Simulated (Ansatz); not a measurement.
## KI: a fit and a missing row

KI, Fm-3m, a = 7.092 Å. Ansatz: r2SCAN, PAW, 500 eV, Γ-centred 6×6×6 mesh on 2 atoms, Gaussian smearing 0.02 eV; no spin polarisation. Symmetry fixes shape and atoms, so the cell is only scaled; pressure is positive in compression.

```tsv
V (Å³/atom)	P (GPa)
41.911	0.90
43.249	0.41
44.586	0.00
45.924	?
47.262	-0.62
```

Question: Take V0 = 44.586 Å³/atom, fit the third-order Birch–Murnaghan form to the other rows, and predict the missing pressure.

Answer: With the Eulerian strain f = ½[(V0/V)^(2/3) − 1] and y = P/[3f(1 + 2f)^(5/2)], the form is the line y = B0 + 1.5 B0 (B0′ − 4) f. Rows (f, y): 0.02106, 12.85; 0.01025, 12.67; -0.01906, 11.95. Means f = 0.004083, y = 12.490; Σ(Δf)² = 0.0008618, ΣΔfΔy = 0.01972; the slope is their ratio. y = 12.40 + 22.88 f GPa, so B0 = 12.4 GPa and B0′ = 4 + 2 × (22.88)/(3 × 12.40) = 5.23. At V = 45.924, f = -0.00976, y = 12.177 and P = -0.34 GPa. The run gave -0.34 GPa, the same to the digits shown.